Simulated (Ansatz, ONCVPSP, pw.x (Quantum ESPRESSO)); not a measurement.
## nitrogen: one change to the ONCV potential, in the atom and in the sc crystal

N (Z = 7), optimised norm-conserving Vanderbilt (ONCV), made with ONCVPSP 4.0.1.1 (patched build) (PBE, scalar-relativistic). Core [He], reference 2s2 2p3. Waves: 2s: rc 1.05 bohr, ncon 4, nbas 8, qcut 7.8 1/bohr, local; 2p: rc 2.05 bohr, ncon 4, nbas 7, qcut 6.8 1/bohr, 2 projectors, debl 2.4 Ha. Local part: the s channel. Core correction: Teter function, fcfact 6, rcfact 1.35.

Change: core correction Teter function, fcfact 6, rcfact 1.74.

Cutoffs, loose and tight: the cutoffs (Ha) at which the residual kinetic energy of the hardest occupied pseudo-wave falls to 1 and 0.1 mHa per electron. They do not see the model core or the augmentation charge, which bear on the density cutoff. Test errors are all-electron minus pseudo excitation energies from the reference, over the configurations 2s2 2p2; 2s2 2p1; 2s2 2p0; 2s2 2p2.5; variants that change the core or the reference have their own tests.

Crystal test: sc N in pw.x 7.5, no spin, 17³ k-points, Fermi–Dirac smearing 0.01 Ry, cutoffs set for each file from its atomic test. The reference is all-electron LAPW (Ansatz 0.2.0) with the same functional, mesh and smearing; V0 and B0 come from Birch–Murnaghan fits to the pressures at five volumes. Errors are pseudo minus all-electron; Δ is the rms difference of the E(V) curves that follow from these fits, minima aligned, over ±6 % about the mean V0. Mesh and smearing are coarse, so the numbers serve the comparison and aren't converged zero-temperature values; the lattice is a test structure that the element need not adopt. Spin polarisation is left out.

All-electron: a0 = 1.866 Å (V0 = 6.50 Å³/atom), B0 = 181.9 GPa.

Problem. Does the change bring the crystal closer to the all-electron result?

Solution. The mean pressure error goes from +0.37 to +0.23 GPa, so the change moves the solid closer to the all-electron pressures.

| quantity | base | changed |
| --- | --- | --- |
| outcome (atom) | generated | generated |
| cutoff, loose (atom) | 26 Ha | 26 Ha |
| cutoff, tight (atom) | 50 Ha | 50 Ha |
| bound ghosts (atom) | none | none |
| largest test error (meV) (atom) | +1913 | +1872 |
| cutoffs in pw.x (Ry) | 115/460 | 115/460 |
| a0 (Å) | 1.867 | 1.867 |
| a0 error (%) | +0.05 | +0.02 |
| B0 error (%) | -3.2 | -3.4 |
| Δ (meV/atom) | 0.4 | 0.2 |
| mean pressure error (GPa) | +0.37 | +0.23 |

Base: The largest radius (2.05 bohr) exceeds half the bond length (1.78 bohr), so the spheres overlap, which is one possible source of error among others. Changed file: The largest radius (2.05 bohr) exceeds half the bond length (1.78 bohr), so the spheres overlap, which is one possible source of error among others.
